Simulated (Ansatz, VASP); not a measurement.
Two plane-wave programs on GaCo

INCAR

```
PREC = Accurate
ENCUT = 520
EDIFF = 1E-6
ISMEAR = -1
SIGMA = 0.08
LREAL = False
LASPH = True
NELM = 80
ALGO = Normal
ISIF = 2
LWAVE = False
LCHARG = False
GGA = CA
NBANDS = 18
```

Contents of KPOINTS:

```
regular mesh
0
Gamma
  11 11 11
```

POSCAR

```
GaCo
1.0
    2.8391033400      0.0000000000      0.0000000000
    0.0000000000      2.8391033400      0.0000000000
    0.0000000000      0.0000000000      2.8391033400
Ga Co
1 1
Direct
    0.5000000000      0.5000000000      0.5000000000
    0.0000000000      0.0000000000      0.0000000000
```

Input for Ansatz:

```yaml
crystal:
  lattice:
    - [2.83910334, 0.0, 0.0]
    - [0.0, 2.83910334, 0.0]
    - [0.0, 0.0, 2.83910334]
  atoms:
    - { symbol: Ga, position: [0.5, 0.5, 0.5] }
    - { symbol: Co, position: [0.0, 0.0, 0.0] }
kpoints:
  mp_grid: { grid: [11, 11, 11] }
scf:
  occupations: { method: fermi_dirac, width: 0.08 }
  lower_state_search: "off"
hamiltonian:
  xc: lda
  pseudopotentials: { kind: paw }
output:
  forces: true
  stress: true
  eigenvalues: true
```

Change from the starting cell: volume scaled by 0.96, no spin polarisation, PAW files.

Alike in both runs: task single point; functional LDA; k mesh 11 × 11 × 11; occupations fermi-dirac, width 0.08 eV; no spin polarisation.

```csv
,VASP,Ansatz
version,VASP 6.6.1,Ansatz 0.2.0
potentials or method,"VASP PAW LDA potentials, release 64 (Ga_d, Co)","PAW with Ansatz's default frozen-core files, scalar-relativistic"
plane-wave cutoff (eV),520,420
valence electrons in the cell,22,30
```

Ansatz gave:

```
pressure (GPa) : -6.3
```

What did VASP give for the same quantities?

Pressure (GPa): -5.8.

The two sets of potentials don't hold the same shells in valence.

Spin polarisation is off, so any magnetic state and its effect on volume and gap are missing.
